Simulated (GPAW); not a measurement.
Here is a GPAW 26.7.0 calculation.

run.py

```python
from ase import Atoms
from ase.filters import FrechetCellFilter
from ase.io import write
from ase.optimize import BFGS
from gpaw import GPAW, PW, setup_paths

setup_paths.insert(0, '.')

atoms = Atoms(['Te', 'Te', 'Ti'],
              cell=[[3.777, 0.0, 0.0],
                    [-1.8885, 3.2709779501, 0.0],
                    [0.0, 0.0, 6.498]],
              scaled_positions=[[0.3333333333, 0.6666666667, 0.7372],
                                [0.6666666667, 0.3333333333, 0.2628],
                                [0.0, 0.0, 0.0]],
              pbc=True)

calc = GPAW(mode=PW(600),
            xc='PBEsol',
            kpts={'size': (7, 7, 4), 'gamma': True},
            occupations={'name': 'fermi-dirac', 'width': 0.05},
            nbands=24,
            convergence={'density': 1e-05, 'forces': 0.0001},
            maxiter=150,
            txt='gpaw.txt')
atoms.calc = calc
opt = BFGS(FrechetCellFilter(atoms), trajectory='relax.traj', logfile='-')
done = opt.run(fmax=0.02, steps=60)
calc.write('gs.gpw')
write('result.traj', atoms)
print('Converged:', done)
print('Cell:', atoms.cell.cellpar().round(4))
print('Volume:', round(atoms.get_volume(), 4))
print(atoms.get_scaled_positions().round(5))
```

Potentials or basis: PAW data sets generated in the run's folder for this functional, pw.

Launch:

```bash
$ gpaw-setup -f PBEsol Te Ti
$ OMP_NUM_THREADS=1 python run.py
```

Problem. Estimate the band gap on the k mesh.

Solution. None (metal or under the smearing width).

Problem. Predict the relaxed volume.

Solution. 25.17 Å³/atom.

Final structure:
```
Te Ti
1.0
     3.70458    0.00000    0.00000
    -1.85229    3.20826    0.00000
     0.00000    0.00000    6.35304
Te Ti
2 1
Direct
  0.33333 0.66667 0.73080
  0.66667 0.33333 0.26920
  0.00000 0.00000 0.00000
```

Caveat: later steps reuse the first step's grids; this functional lacks dispersion, which binds the layers, so the pressure and a relaxed spacing across them are unreliable. The run has no spin-orbit coupling, so splittings on Te are missing.
